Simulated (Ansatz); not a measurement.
Computed properties of Mo

```
Mo
1.0
    -1.57100    1.57100    1.57100
     1.57100   -1.57100    1.57100
     1.57100    1.57100   -1.57100
Mo
1
Cartesian
  0.0000 0.0000 0.0000
```

The conventional cell has a = 3.142 Å, b = 3.142 Å, c = 3.142 Å, α = 90.00°, β = 90.00°, γ = 90.00°. Around Mo (atom 1) lie 8 Mo at 2.72 Å.

The cell is COD entry 9011605, as deposited and not checked against the literature; nothing was relaxed. It is an old determination, and later ones may differ.

Computed with DFT, PBE, all-electron LAPW, scalar-relativistic (Ansatz 0.2.0).

Numerical set-up: a Γ-centred 16×16×16 k mesh, Fermi–Dirac smearing of 0.05 eV, basis error target 1 meV/atom, no spin polarisation.

```json
{"Pressure at this cell": "4.64 GPa", "Band gap": "none: bands cross the Fermi level, a metal", "Density of states at the Fermi level (0.2 eV bin)": "0.56 states/eV per cell", "Volume per atom": "15.51 Å³"}
```
